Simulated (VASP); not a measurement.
AlCu3: equation of state with PBEsol

The system is AlCu3.

```
Cu Al
1.0
     3.63738    0.00000    0.00000
     0.00000    3.63738    0.00000
     0.00000    0.00000    3.63738
Cu Al
3 1
Direct
  0.00000 0.50000 0.50000
  0.50000 0.00000 0.50000
  0.50000 0.50000 0.00000
  0.00000 0.00000 0.00000
```

The cell comes from a database or a generator and needn't be the stable form of this composition.

* Program: VASP 6.6.1
* Task: equation of state
* Functional: PBEsol
* Potentials or basis: VASP PAW PBE potentials, release 64 (Cu, Al)
* Cutoff: 520 eV
* k mesh: 7 × 7 × 7
* Occupations: fermi-dirac, width 0.05 eV
* Spin: no spin polarisation

* Equilibrium volume: 12.02 Å³/atom
* Bulk modulus: 150 GPa
* Pressure derivative of the bulk modulus: 4.6

Energy against volume, from the lowest point:
```tsv
volume (Å³/atom)	energy (meV/atom)
11.309	22.15
11.550	9.33
11.790	2.15
12.031	0.00
12.272	2.33
12.512	8.68
12.753	18.60
```

All runs of the series together: 3.1 min on 1 thread of Intel(R) Xeon(R) Platinum 8259CL CPU @ 2.50GHz (Skylake/Cascade Lake) (shared host).

Caveat: the PAW data sets were made with another functional, which shifts forces and pressure a little.
